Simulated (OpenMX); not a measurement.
The system is SnO.

```
Sn O
1.0
     3.81370    0.00000    0.00000
     0.00000    3.81370    0.00000
     0.00000    0.00000    4.88691
Sn O
2 2
Direct
  0.50000 0.00000 0.76463
  0.00000 0.50000 0.23537
  0.00000 0.00000 0.00000
  0.50000 0.50000 0.00000
```

The cell is a database's computed one.

Base run:

* Program: OpenMX 3.8.5
* Functional: PBE
* Potentials or basis: OpenMX 2013 PBE set, Sn7.0-s3p2d2, O6.0-s2p2d1, grid cutoff 500 Ry
* k mesh: 7 × 7 × 7
* Occupations: fermi-dirac, width 0.05 eV
* Spin: no spin polarisation

Its results: band gap on the k mesh 0.29 eV, indirect (least direct gap 1.89 eV); pressure 7.8 GPa; largest force 1.195 eV/Å.

Problem. The run is repeated on the same cell with these changes: functional from PBE to LDA; potentials or basis from OpenMX 2013 PBE set, Sn7.0-s3p2d2, O6.0-s2p2d1, grid cutoff 500 Ry to OpenMX 2013 LDA set, Sn7.0-s3p2d2, O6.0-s2p2d1, grid cutoff 500 Ry. What comes out?

Solution. Band gap on the k mesh 0.37 eV, indirect (least direct gap 1.83 eV); pressure 1.4 GPa; largest force 0.662 eV/Å.

Caveats: spin-orbit coupling is left out, which moves the levels of the heavy elements; the mesh misses the band edges, which the band path finds closer together; the basis of atomic orbitals isn't converged, which shifts pressures, moduli and gaps; forces of over 1 eV/Å show positions far from the minimum, so gaps and moduli don't describe the material at rest (some runs).
